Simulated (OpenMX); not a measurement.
The system is Sb.

```xyz
2
Lattice="4.5067 0.0000 0.0000 2.4472 3.7843 0.0000 2.4472 1.3318 3.5422" Properties=species:S:1:pos:R:3 pbc="T T T"
Sb    7.2061    3.9215    2.7152
Sb    2.1951    1.1946    0.8271
```

| Property | Result |
| --- | --- |
| Program | OpenMX 3.8.5 |
| Task | relaxation of cell and atoms |
| Functional | PBE |
| Dispersion | D3 |
| Potentials or basis | OpenMX 2013 PBE set, Sb7.0-s3p2d1, grid cutoff 500 Ry |
| k mesh | 5 × 5 × 5 |
| Occupations | fermi-dirac, width 0.05 eV |
| Spin | no spin polarisation |

At the start: pressure 5.1 GPa; volume 30.21 Å³/atom.

**Question.** Where does the relaxation end?

**Answer.** Over 15 steps the energy falls by 38.6 meV/atom and the volume is 32.98 Å³/atom (+9.2 %); space group R-3m (No. 166, to 0.05 Å).

The path:
```tsv
step	energy change (eV)	largest force (eV/Å)	pressure (GPa)	volume (Å³)
1	0.0000	0.3258	5.14	60.41
2	-0.0372	0.1790	3.61	61.68
3	-0.0732	0.1352	0.37	64.91
4	-0.0743	0.1521	0.12	65.25
5	-0.0761	0.0822	-0.23	65.90
6	-0.0767	0.0897	-0.15	65.87
7	0.1231	1.5675	6.19	62.02
8	-0.0682	0.0386	-0.98	67.64
9	-0.0752	0.0648	-0.37	66.76
10	-0.0762	0.1064	0.03	66.18
11	-0.0766	0.0917	0.10	66.01
12	-0.0770	0.0349	0.18	65.80
13	-0.0771	0.0330	0.07	65.91
14	-0.0765	0.0827	-0.19	66.06
15	-0.0771	0.0019	-0.01	65.95
```

Final structure:
```yaml
crystal:
  lattice:
    - [4.63480, -0.00650, -0.00511]
    - [2.51136, 3.89410, -0.00456]
    - [2.51088, 1.36646, 3.64754]
  atoms:
    - { symbol: Sb, position: [0.76696, 0.76725, 0.76686] }
    - { symbol: Sb, position: [0.23304, 0.23275, 0.23314] }
```

Caveat: the basis has few d functions beyond the semicore shells, which can make volumes several per cent too large; volumes in these bases differ from converged ones by about 1 %, for some elements by several; the basis of atomic orbitals isn't converged, which shifts pressures, moduli and gaps.
